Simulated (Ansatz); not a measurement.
Runs of Ansatz 0.2.0 on Ga. Symmetry: Cmce, No. 64, orthorhombic system. Conventional cell: a = 4.523 Å, b = 7.661 Å, c = 4.524 Å, α = 90.00°, β = 90.00°, γ = 90.00°. Ga (site symmetry m) has 7 Ga at 2.48 to 2.79 Å as nearest neighbours. 

```tsv
task	spin	k mesh	atoms under strain	points for each segment of the path	gap on the mesh (eV)	pressure (GPa)	largest force (eV/Å)
elastic constants	off	6 × 6 × 6	relaxed	-	none	-1.6	-
band structure	SOC, no magnetisation	7 × 7 × 6	-	14	none	-1.6	0.13
band structure	off	7 × 7 × 6	-	14	none	-1.6	(a)
phonons	off	6 × 6 × 6	-	-	none	-	-
```

Alike in all rows: level PBEsol; potentials or basis Ansatz PAW; cell as given; cutoff (eV) 420; smearing fermi-dirac 0.05 eV.

Task: Estimate the missing entries.

Result: (a) 0.12.

Caveats: the PAW data sets come from PBE, with cores solved anew for the run's functional, which leaves a small shift of forces and pressure; elastic constants of metals need much finer meshes, so these are rough (some runs).

A k mesh can miss the band edges, and rows without SOC leave out spin-orbit coupling on Ga.

A gap of «none» marks a metal or a gap under the smearing width.
